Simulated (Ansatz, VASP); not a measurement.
**Two plane-wave programs on HfO2**

```xyz
3
Lattice="0.0000 2.3529 2.3529 2.3529 0.0000 2.3529 2.3529 2.3529 0.0000" Properties=species:S:1:pos:R:3 pbc="T T T"
Hf    0.0000    0.0000    0.0000
O     1.1764    1.1764    1.1764
O     3.5293    3.5293    3.5293
```

Change from the starting cell: strain -0.080 along x and y, -0.080 along z, atoms carried along.

Alike in both runs: task single point; functional PBE; k mesh 8 × 8 × 8; occupations gaussian, width 0.05 eV; no spin polarisation.

|  | VASP | Ansatz |
| --- | --- | --- |
| version | VASP 6.6.1 | Ansatz 0.2.0 |
| potentials or method | VASP PAW PBE potentials, release 64 (Hf_pv, O) | scalar-relativistic, plane waves, PAW |
| plane-wave cutoff (eV) | 520 | 420 |
| valence electrons in the cell | 22 | 38 |

Ansatz gave:

- gap on the k mesh at the Fermi level (eV): 4.24
- least direct gap on the mesh (eV): 4.29
- pressure (GPa): 97.5

Q: What did VASP give for the same quantities?

A: gap on the k mesh at the Fermi level (eV): 4.34; least direct gap on the mesh (eV): 4.40; pressure (GPa): 91.6.

The functional is the same, so the differences come from potentials, cutoffs and numerics. The two sets of potentials don't hold the same shells in valence.

Caveats: the cell as given lies far from equilibrium; so large a pressure means that the cell lies far from this level's equilibrium, or that cutoff or potentials fall short (VASP); spin-orbit coupling is left out, which moves the levels of the heavy elements. A k mesh can miss the band edges.
